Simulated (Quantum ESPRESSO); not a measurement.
**Bi under changes of volume**

One of the cells (34.026 Å³/atom); the others are scaled copies at fixed shape and fractional positions:

```xyz
2
Lattice="3.4886 -3.1326 0.0000 3.4886 3.1326 0.0000 -1.2602 0.0000 3.1136" Properties=species:S:1:pos:R:3 pbc="T T T"
Bi    4.1738    0.0000    2.6695
Bi    1.5432    0.0000    0.4440
```

This isn't the form of Bi at room conditions, which is rhombohedral.

| Quantity | Value |
| --- | --- |
| Program | Quantum ESPRESSO 7.5 |
| Functional | r2SCAN |
| Potentials or basis | SG15 PBE 1.2 |
| Cutoff | 898 eV |
| Density cutoff | 3592 eV |
| k mesh | 3 × 3 × 5 |
| Occupations | fermi-dirac, width 0.05 eV |
| Spin | no spin polarisation |

```csv
volume (Å³/atom),energy over the lowest point (meV/atom),pressure (GPa),largest force (eV/Å)
31.984,1.99,1.1,0.265
32.665,0.00,-0.1,0.292
33.345,2.84,-1.2,0.321
34.026,9.98,-2.1,0.351
34.706,?,?,?
35.387,35.24,-3.7,0.414
36.067,52.54,-4.4,0.446
```

Problem. What does the run at 34.706 Å³/atom give?

Solution. Energy over the lowest point 20.93 meV/atom; pressure -3.0 GPa; largest force 0.382 eV/Å.

Worked out: A Birch-Murnaghan fit of order 3 (a polynomial in V^(-2/3)) to the other rows has its minimum at 32.59 Å³/atom with B0 = V·E''(V) = 55 GPa and B' = 4.7 at fixed shape and positions, which overstates the stiffness. It gives 20.91 meV/atom at 34.706 Å³/atom, against the run's 20.93, and -dE/dV = -3.0 GPa, against -3.0.

Energies are extrapolated to zero smearing.

Caveats: all runs use coarse meshes; the potentials were made for another functional, which shifts forces and pressure.
